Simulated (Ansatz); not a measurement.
Reactions of `C=C=CC`.

Program: Ansatz. Geometries: PBE0-D4/def2-TZVP. ΔE: electronic, gas phase. CBS: MP2 limit from def2 TZ/QZ plus the TZ coupled-cluster correction, frozen cores. This one scheme is used for every species, atoms too. Double bonds are as drawn, so ΔE can hold a change between cis and trans. Functionals use def2-TZVPP. Open shells (•) are unrestricted, without spin–orbit coupling. Spin–orbit coupling would lower the free atoms: a little for C. Bonds to Ge are less sure, by a few kJ/mol each and by 10 to 20 or more in all where they break to atoms, as the def2 sets lack core-valence functions. Scalar relativity is left out up to krypton. One conformer a species, not always the lowest.

```
                                               reaction  CCSD(T)/CBS(def2) (kcal/mol)
                    `C=C=CC` + `C=N` → `C=C=CN=C` + CH₄                           0.2
                                     `C=C=CC` → `C#CCC`                             ?
`C=C=CC` + `N/C=C/[SiH3]` → `C/C(N)=C\[SiH3]` + `C=C=C`                          -1.1
                 `C=C=CC` → `C=C=C` + `[CH2]` (triplet)                         105.7
                                   `C=C=CC` → `C1=CCC1`                          -1.4
                                 `C=C=CC` → 4 C• + 6 H•                         997.6
               `C=C=CC` + GeH₄ → `C=C=[CH][GeH3]` + CH₄                             ?
                         `C=C=CC` → `C1[C@H]2C[C@@H]12`                          14.0
                                   `C=C=CC` → `CC1=CC1`                             ?
                                   `C=C=CC` → `CC1C=C1`                          21.6
```

Task: Fill in the missing values. (An estimate is asked.)

Result: The calculation gave: `C=C=CC` → `C#CCC`: +0.5 kcal/mol; `C=C=CC` + GeH₄ → `C=C=[CH][GeH3]` + CH₄: -9.8 kcal/mol; `C=C=CC` → `CC1=CC1`: +18.4 kcal/mol.

Largest T1 diagnostic: 0.013, for `C=C=CN=C`.
